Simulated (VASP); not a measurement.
Data:

```
InN
1.0
    0.00000     2.49000     2.49000
    2.49000     0.00000     2.49000
    2.49000     2.49000     0.00000
In N
1 1
Cartesian
  0.00000   0.00000   0.00000
  1.24500   1.24500   1.24500
```

Method: r2SCAN meta-GGA, VASP's PBE PAW potentials (set 64) (plane waves; VASP). Numerical set-up: 520 eV cut-off, 8×8×8 Γ-centred mesh, Gaussian smearing of 0.050 eV, potentials In_d N.

The ions, cell shape and volume are relaxed. Which structure does the run end with?

```
InN
1.0
    0.00000     2.50209     2.50209
    2.50209     0.00000     2.50209
    2.50209     2.50209     0.00000
In N
1 1
Cartesian
  0.00000   0.00000   0.00000
  1.25105   1.25105   1.25105
```
Space group F-43m (216), at a tolerance of 0.03 Å.

How do energy and volume change from the first to the last step?

The energy (σ→0) changes by -1.5 meV/atom and the volume by +1.5 %, in 3 ionic steps.

The compound is InN in the zinc blende structure, a metastable form; wurtzite is the usual one. This run relaxes it. Symmetry was kept, so distortions that lower it aren't found.
